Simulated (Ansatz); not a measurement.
**Ti: stress in a strained cell**

Aim: deform Ti (zz strain of -1 %) and compute stress, forces and field gradients with LAPW, PAW and all-electron datasets made for the crystal.

Computed with Ansatz 0.2.0 (DFT PBE, scalar-relativistic, unless a step's input says otherwise).

## Step 1: The system as given

The structure is cubic, space group Im-3m (No. 229). Conventional cell: a = 3.282 Å, b = 3.282 Å, c = 3.282 Å, α = 90.00°, β = 90.00°, γ = 90.00°. Around Ti (site symmetry m-3m) lie 8 Ti at 2.84 Å.

Coordinates:

```
CELL_PARAMETERS angstrom
-1.64100 1.64100 1.64100
1.64100 -1.64100 1.64100
1.64100 1.64100 -1.64100
ATOMIC_POSITIONS crystal
Ti 0.00000 0.00000 0.00000
```

## Step 2: The deformed structure

Space group Im-3m before, I4/mmm after.

## Step 3: Full-potential LAPW

Contents of input.yaml:

```yaml
crystal:
  lattice:
    - [-1.641, 1.641, 1.62459]
    - [1.641, -1.641, 1.62459]
    - [1.641, 1.641, -1.62459]
  atoms:
    - { symbol: Ti, position: [0.0, 0.0, 0.0] }
kpoints:
  mp_grid: { grid: [14, 14, 14] }
  band_path:
    path:
      - [0.0, 0.0, 0.0]
      - [0.0, 0.0, 0.5]
      - [-0.5, 0.5, 0.5]
      - [0.0, 0.0, 0.0]
      - [0.495025, 0.495025, -0.495025]
      - [-0.495025, 0.504975, 0.495025]
      - [-0.5, 0.5, 0.5]
      - [0.0, 0.0, 0.5]
      - [0.25, 0.25, 0.25]
    npoints: 5
scf:
  occupations: { method: fermi_dirac, width: 0.05 }
hamiltonian:
  xc: pbe
  pseudopotentials: { kind: all_electron, lapw: { basis_error: 0.00025 } }
output:
  forces: true
  stress: true
  eigenvalues: true
```

Started as:

```
> ansatz run input.yaml --threads 1 --pin off --max-ram 3072MiB --backend cpu --events-out ev --progress --plain --runs-dir out
```

The program printed, cut to the lines that bear on the results:

```text
LAPW: plane waves up to 8.342 Å⁻¹, error target 2.5e-4 eV per atom; small_component_spin mean_spin; Ti in spheres of 1.416 Å, 12 of its electrons in bands, Dirac shells []
[...]
Pseudopotentials: kind: all_electron
Pseudopotential: Ti, LAPW, valence charge 12, Koelling and Harmon's equation, gaussian nucleus
Functional definition: PBE
[...]
Crystal: 1 atoms, lattice volume = 17.499 Å³
Basis set: ecut = 265.14625676054266 eV, 177 PW (Γ), exchange–correlation at level 2
Bands: 10, of which v1, the nominal top of the filled ones, is band 6 counted from 1 (5 counted from 0)
Symmetry: 16 space group operations
Space group: I4/mmm (ITA 139), of the structure as read, at distance tolerance 2.6e-5 Å
k-points: 244 of 2744
[...]
SCF iter   1: F=—  HF=-23233.389008 eV  |F-HF|=—  |Δ(HF+E_count)|=         —  Δρ=2.35e-2  dr2=7.31e-2  ethr=6.04e-4  ⟨swp⟩=2.8  Hψ=17983  notcnv=0
[...]
SCF iter   6: F=-23233.227445 eV  HF=-23233.227445 eV  |F-HF|=1.51e-8  |Δ(HF+E_count)|=   4.82e-7  Δρ=5.11e-6  dr2=3.14e-9  ethr=2.11e-9  ⟨swp⟩=2.0  Hψ=7183  notcnv=0
[...]
NSCF: frozen V_eff on 41 k-points
SCF converged after 6 iterations
Free energy (F): -23233.227445 eV
[...]
E sigma→0 (E₀):  -23233.217266 eV
Entropy (-TS):   -0.020357 eV (-20.357 meV/atom)
Fermi energy:    13.412132 eV
[...]
--- Forces (eV/Å), atoms counted from 1 ---
  atom   1  Ti     0.00000000     0.00000000     0.00000000
[...]
--- Stress (GPa, compression-positive) ---
       -1.291467       0.000000       0.000000
        0.000000      -1.291467      -0.000000
        0.000000      -0.000000      -1.628797
  P = ⅓ Tr σ = -1.4039 GPa (-14.039 kbar)
--- Band table (eV; the first three rows and the last of 244) ---
  k-point 0: bands = ["-43.0867", "-18.9672", "-18.9661", "-18.9661", "7.5075", "14.3576", "14.4292", "14.4292", "16.1067", "16.1910"]
[...]
```

Run time: 8.2 s. Hardware: 1 thread of Intel Xeon 6975P-C (Granite Rapids), shared host; peak memory 0.41 GiB.

Result: pressure -1.40 GPa; no gap.

## Step 4: Frozen-core PAW

Contents of input.yaml:

```yaml
crystal:
  lattice:
    - [-1.641, 1.641, 1.62459]
    - [1.641, -1.641, 1.62459]
    - [1.641, 1.641, -1.62459]
  atoms:
    - { symbol: Ti, position: [0.0, 0.0, 0.0] }
kpoints:
  mp_grid: { grid: [14, 14, 14] }
scf:
  occupations: { method: fermi_dirac, width: 0.05 }
hamiltonian:
  xc: pbe
  pseudopotentials: { kind: paw }
output:
  forces: true
  stress: true
  eigenvalues: true
  efg: { contact_densities: true }
```

Started as:

```
> ansatz run input.yaml --threads 1 --pin off --max-ram 3072MiB --backend cpu --events-out ev --progress --plain --runs-dir out
```

The program printed, cut to the lines that bear on the results:

```text
[...]
Pseudopotentials: kind: paw
Pseudopotential: Ti, paw, valence charge 12, recommended cutoff 420 eV (normal)
[... 1 set-up line as earlier in the session ...]
[...]
Crystal: 1 atoms, lattice volume = 17.499 Å³
Basis set: ecut = 420 eV, 337 PW (Γ), exchange–correlation on 40×40×40 points (8 copies of the dense FFT grid, shifted against one another)
Bands: 10, of which v1, the nominal top of the filled ones, is band 6 counted from 1 (5 counted from 0)
[... 2 set-up lines as earlier in the session ...]
k-points: 244 of 2744
[...]
SCF iter   1: F=—  HF=-2499.563743 eV  |F-HF|=—  |Δ(HF+E_count)|=         —  Δρ=2.10e-3  dr2=6.47e-4  ethr=1.77e-3  ⟨swp⟩=4.4  Hψ=12975  notcnv=0
[...]
SCF iter   6: F=-2499.563539 eV  HF=-2499.563539 eV  |F-HF|=2.64e-10  |Δ(HF+E_count)|=   2.39e-9  Δρ=1.64e-6  dr2=4.80e-10  ethr=3.15e-11  ⟨swp⟩=1.6  Hψ=7443  notcnv=0
[...]
SCF converged after 6 iterations
Free energy (F): -2499.563539 eV
[...]
E sigma→0 (E₀):  -2499.553360 eV
Entropy (-TS):   -0.020358 eV (-20.358 meV/atom)
Fermi energy:    13.001583 eV
[...]
--- Forces (eV/Å), atoms counted from 1 ---
  atom   1  Ti    -0.00000000     0.00000000     0.00000000
[...]
--- Stress (GPa, compression-positive) ---
       -1.285487      -0.000000       0.000000
       -0.000000      -1.285487      -0.000000
        0.000000       0.000000      -1.620461
  P = ⅓ Tr σ = -1.3971 GPa (-13.971 kbar)
--- PAW observables at the nuclei: V_zz in 10²¹ V/m², potentials from the cell's mean, atoms counted from 1 ---
  atom   1  Ti V_zz =    +0.014288   η = 0.0000   by run symmetry: allowed
            electrostatic potential = -2531.113351 V   contact ρ = 56790.646524 e/Å³
--- Band table (eV; the first three rows and the last of 244) ---
  k-point 0: bands = ["-43.4957", "-19.3758", "-19.3747", "-19.3747", "7.0962", "13.9465", "14.0181", "14.0181", "15.6959", "15.7803"]
[...]
```

Run time: 1.6 s. Hardware: 1 thread of Intel Xeon 6975P-C (Granite Rapids), shared host; peak memory 0.41 GiB.

Read from it: pressure -1.40 GPa; no gap.

## Step 5: Datasets made for this crystal

Changes to input.yaml since step 4:

```diff
@@ -13,3 +13,3 @@
   xc: pbe
-  pseudopotentials: { kind: paw }
+  pseudopotentials: { kind: all_electron, datasets: crystal }
 output:
```

Started as:

```
> ansatz run input.yaml --threads 1 --pin off --max-ram 3072MiB --backend cpu --events-out ev --progress --plain --runs-dir out
```

The program printed, cut to the lines that bear on the results:

```text
[...]
band count auto-derived: 7 (N_el = 4.0; filled up to band 2; 6 by the electrons, moments and atoms)
[...]
[... 1 set-up line as earlier in the session ...]
Pseudopotential: Ti, paw, valence charge 12, recommended cutoff 260 eV (normal), Koelling and Harmon's equation, gaussian nucleus
[... 1 set-up line as earlier in the session ...]
[...]
Crystal: 1 atoms, lattice volume = 17.499 Å³
Basis set: ecut = 260 eV, 177 PW (Γ), exchange–correlation on 30×30×30 points (8 copies of the dense FFT grid, shifted against one another)
Bands: 7, of which v1, the nominal top of the filled ones, is band 2 counted from 1 (1 counted from 0)
[... 2 set-up lines as earlier in the session ...]
k-points: 244 of 2744
[...]
SCF iter   1: F=—  HF=-23233.446384 eV  |F-HF|=—  |Δ(HF+E_count)|=         —  Δρ=5.83e-2  dr2=6.35e-1  ethr=1.59e-2  ⟨swp⟩=2.1  Hψ=10547  notcnv=0
[...]
Fermi energy:    13.412020 eV
[...]
  The terms above E_closure are by the made datasets' own strengths, without shells solved beside the bands.
--- Forces (eV/Å), atoms counted from 1 ---
  atom   1  Ti     0.00000000     0.00000000     0.00000000
[...]
--- Stress (GPa, compression-positive) ---
       -1.291089      -0.000000       0.000000
       -0.000000      -1.291089       0.000000
        0.000000       0.000000      -1.628404
  P = ⅓ Tr σ = -1.4035 GPa (-14.035 kbar)
  It holds what live shells' own plane waves past their cutoff add
--- PAW observables at the nuclei: V_zz in 10²¹ V/m², potentials from the cell's mean, atoms counted from 1 ---
  atom   1  Ti V_zz =    +0.013513   η = 0.0000   by run symmetry: allowed
            electrostatic potential = -2531.045254 V   contact ρ = 56838.041749 e/Å³
--- Band table (eV; the first three rows and the last of 244) ---
  k-point 0: bands = ["7.5076", "14.3574", "14.4290", "14.4290", "16.1065"]
[...]
```

Run time: 3.6 s. Hardware: 1 thread of Intel Xeon 6975P-C (Granite Rapids), shared host; peak memory 0.4 GiB.

This run gives: pressure -1.40 GPa; no gap.

## Step 6: Stress and forces compared

Stress (GPa, compression positive):

| method | xx | yy | zz | yz | xz | xy |
| --- | --- | --- | --- | --- | --- | --- |
| LAPW | -1.29 | -1.29 | -1.63 | 0.00 | 0.00 | 0.00 |
| PAW | -1.29 | -1.29 | -1.62 | 0.00 | 0.00 | 0.00 |
| crystal datasets | -1.29 | -1.29 | -1.63 | 0.00 | 0.00 | 0.00 |

| method | pressure (GPa) | Vzz Ti (10²¹ V/m²) | SCF cycles, all passes |
| --- | --- | --- | --- |
| LAPW | -1.40 | – | 6 |
| PAW | -1.40 | 0.01 | 6 |
| crystal datasets | -1.40 | 0.01 | 7 |

## Step 7: Outcome

| quantity | value |
| --- | --- |
| pressure | LAPW -1.40, PAW -1.40, crystal datasets -1.40 GPa |
| largest shear or deviatoric stress (LAPW) | 0.22 GPa |

The largest part of the stress beyond the pressure is 0.22 GPa in size, in the zz component. No run of the undeformed cell stands beside it, so the pressure holds what the given cell had before the change. PAW: stress within 0.01 GPa of LAPW. Crystal datasets: stress within 0.01 GPa of LAPW.
